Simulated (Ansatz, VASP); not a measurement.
# Sr in VASP and in Ansatz

```
Sr
1.0
    -2.33495    2.33495    2.33495
     2.33495   -2.33495    2.33495
     2.33495    2.33495   -2.33495
Sr
1
Direct
  0.00000 0.00000 0.00000
```

This isn't the form of Sr at room conditions, which is fcc.

Alike in both runs: functional PBEsol; k mesh 12 × 12 × 12; occupations gaussian, width 0.1 eV; no spin polarisation.

Ansatz relaxed the structure, and its values are those at the end. VASP's run is a single point on that final structure, the one shown.

|  | VASP | Ansatz |
| --- | --- | --- |
| version | VASP 6.6.1 | Ansatz 0.2.0 |
| potentials or method | VASP PAW PBE potentials, release 64 (Sr_sv) | scalar-relativistic, plane waves, PAW |
| plane-wave cutoff (eV) | 520 | 420 |
| valence electrons in the cell | 10 | 10 |

|  | VASP | Ansatz | Ansatz less VASP |
| --- | --- | --- | --- |
| gap on the k mesh at the Fermi level (eV) | none | none | - |
| pressure (GPa) | 0.0 | 0.0 | -0.01 |

A gap of «none» marks a metal or a gap that the smearing closes. The functional is the same, so the differences come from potentials, cutoffs and numerics.

Caveats: the PAW data sets were made with another functional, which shifts forces and pressure a little (VASP).
